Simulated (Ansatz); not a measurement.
# AlN: the cost of one run

Computed with Ansatz 0.2.0 (DFT PBE, scalar-relativistic, plane waves, PAW, unless a step's input says otherwise).

8 further runs of the same task are left out: 8 set aside as unsound or not needed.

### 1 The starting structure

Symmetry: F-43m, No. 216, cubic system. Conventional cell: a = 4.403 Å, b = 4.403 Å, c = 4.403 Å, α = 90.00°, β = 90.00°, γ = 90.00°. Al (site symmetry -43m) has 4 N at 1.91 Å as nearest neighbours. Around N (site symmetry -43m) lie 4 Al at 1.91 Å.

As a file:

```
CELL_PARAMETERS angstrom
0.00000 2.20157 2.20157
2.20157 0.00000 2.20157
2.20157 2.20157 0.00000
ATOMIC_POSITIONS crystal
Al 0.00000 0.00000 0.00000
N 0.75000 0.75000 0.75000
```

It goes back to an entry of the Materials Project, which need not be the stable form.

It is the result of an earlier relaxation at this level (volume 10.67 Å³/atom; gap on the mesh: 3.31 eV).

### 2 Plan of the line

The energy is mapped over two normal modes frozen in (zone-centre modes of the cell shown, which folds in the wave vector (0, 0, 1/2) of the primitive cell).

- amplitude of mode 4 (225 cm⁻¹), largest displacement: 9 values from −0.205 to 0.205 Å
- amplitude of mode 10 (635 cm⁻¹), largest displacement: 9 values from −0.060 to 0.060 Å

Nothing else is relaxed (the cell and all other modes fixed). Energies count from the relaxed high-symmetry cell. Points are written as (first, second).

The modes come from a phonon run on the reference cell, made beforehand.

The patterns, per unit of each coordinate (Å):

```tsv
atom	x1	y1	z1	x2	y2	z2
Al1	0.778	-0.174	0.604	0.000	0.000	-0.519
Al2	-0.778	0.174	-0.604	0.000	0.000	-0.519
N3	0.697	-0.156	0.541	0.000	0.000	1.000
N4	-0.697	0.156	-0.541	0.000	0.000	1.000
```

### 3 Grid point (−0.205 Å, −0.060 Å)

The input, input.yaml:

```yaml
crystal:
  lattice:
    - [0.0, -2.2015682416, -2.2015682416]
    - [-2.2015682416, 0.0, -2.2015682416]
    - [2.2015682416, 2.2015682416, -4.4031364832]
  atoms:
    - { symbol: Al, position: [-0.0197851797, 0.0689084462, -0.0035370201] }
    - { symbol: Al, position: [0.5127111395, 0.4240175136, 0.4964629799] }
    - { symbol: "N", position: [0.3672541549, 0.4467281151, 0.881813325] }
    - { symbol: "N", position: [0.8963724952, 0.8168985349, 0.381813325] }
basis:
  ecutwfc: 520.0
kpoints:
  mp_grid: { grid: [6, 6, 6] }
hamiltonian:
  xc: pbe
scf:
  occupations: { method: gaussian, width: 0.05 }
output:
  forces: true
  stress: true
  eigenvalues: true
```

Command:

```bash
$ ansatz run input.yaml --threads 1 --pin off --max-ram 2048MiB --backend cpu --events-out ev --progress --plain --runs-dir out
```

**Question.** How long does this run take on 1 thread of Arm Neoverse V1, shared host, and how much memory does it need?

About 7.1 s, with a peak of 0.36 GiB.
